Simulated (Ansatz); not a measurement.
Crystal: TePt.

```
Pt Te
1.0
     3.95488    0.00000    0.00000
    -1.97744    3.42502    0.00000
     0.00000    0.00000    3.85976
Pt Te
1 1
Direct
  0.00000 0.00000 0.00000
  0.66667 0.33333 0.50000
```

Measurements of this composition are mostly on another form, of space group No. 166.

* Program: Ansatz 0.2.0
* Task: relaxation of cell and atoms
* Functional: r2SCAN
* Dispersion: rVV10
* Potentials or basis: Ansatz PAW
* Cutoff: 500 eV (not typed: the program's choice for these potentials)
* k mesh: 8 × 8 × 7
* Occupations: fermi-dirac, width 0.05 eV
* Spin: no spin polarisation

At the start: volume 26.14 Å³/atom.

Task: How do energy, volume and symmetry change on relaxing?

Result: It ends after 6 steps and the volume is 21.86 Å³/atom (-16.4 %); space group P-6m2 (No. 187, to 0.05 Å).

The path:
| step | energy change (eV) | largest force (eV/Å) | volume (Å³) |
| --- | --- | --- | --- |
| 1 | 0.0000 | 0.0000 | 52.28 |
| 2 | -0.4349 | 0.0000 | 46.36 |
| 3 | -0.4932 | 0.0000 | 42.27 |
| 4 | -0.5111 | 0.0000 | 43.68 |
| 5 | -0.5111 | 0.0000 | 43.71 |
| 6 | -0.5100 | 0.0000 | 43.71 |

Final structure:
```
CELL_PARAMETERS angstrom
3.80287 0.00000 0.00000
-1.90143 3.29338 0.00000
0.00000 0.00000 3.49021
ATOMIC_POSITIONS crystal
Pt 0.00000 0.00000 0.00000
Te 0.66667 0.33333 0.50000
```

Caveat: the volume moved by over 15 % at a fixed basis, so the end points are rough; the plane-wave basis is chosen anew once the cell has moved, so the energies of steps on either side of that aren't comparable; the PAW data sets come from PBE, with cores solved anew for the run's functional, which leaves a small shift of forces and pressure.
